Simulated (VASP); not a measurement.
Input of a VASP 6.6.1 run:

The input POSCAR:

```
Te2Mo
1.0
    3.5181997400      0.0000000000      0.0000000000
   -1.7590998700      3.0468503500      0.0000000000
    0.0000000000      0.0000000000     13.9735999500
Mo Te
2 4
Direct
    0.3333333333      0.6666666667      0.2500000000
    0.6666666667      0.3333333333      0.7500000000
    0.3333333333      0.6666666667      0.6210000000
    0.6666666667      0.3333333333      0.1210000000
    0.3333333333      0.6666666667      0.8790000000
    0.6666666667      0.3333333333      0.3790000000
```

Contents of INCAR.step1:

```
PREC = Accurate
ENCUT = 450
EDIFF = 1E-5
ISMEAR = 0
SIGMA = 0.05
LREAL = F
LASPH = T
NELM = 100
ALGO = Normal
ISIF = 2
LWAVE = T
LCHARG = F
ISPIN = 2
MAGMOM = 1 1 0 0 0 0
LORBIT = 11
LMAXMIX = 4
GGA = PE
```

INCAR.step2

```
PREC = Accurate
ENCUT = 450
EDIFF = 1E-6
ISMEAR = 0
SIGMA = 0.05
LREAL = F
LASPH = T
NELM = 100
ALGO = Normal
ISIF = 2
LWAVE = F
LCHARG = F
ISPIN = 2
MAGMOM = 1 1 0 0 0 0
LORBIT = 11
LMAXMIX = 4
GGA = PE
LHFCALC = T
HFSCREEN = 0.2
PRECFOCK = Fast
ISTART = 1
```

File KPOINTS:

```
regular mesh
0
Gamma
  4 4 1
```

Potentials or basis: VASP PAW PBE potentials, release 64 (Mo_sv, Te).

The run is started by

```bash
$ cat potpaw_PBE.64/Mo_sv/POTCAR potpaw_PBE.64/Te/POTCAR > POTCAR
$ cp INCAR.step1 INCAR
$ mpirun -np 1 vasp_std > vasp.out
$ cp INCAR.step2 INCAR
$ mpirun -np 1 vasp_std > vasp.out
```

(1) What does it give for the pressure?

(2) Predict the net moment.

## Answers

(1) -1.1 GPa.

(2) 0.00 μB per cell.

Caveat: the k mesh is coarse (spacing up to 0.52 Å⁻¹), so the values aren't converged, least of all with exact exchange; the PAW data sets were made with another functional, which shifts forces and pressure a little; this functional lacks dispersion, which binds the layers, so the pressure and a relaxed spacing across them are unreliable.
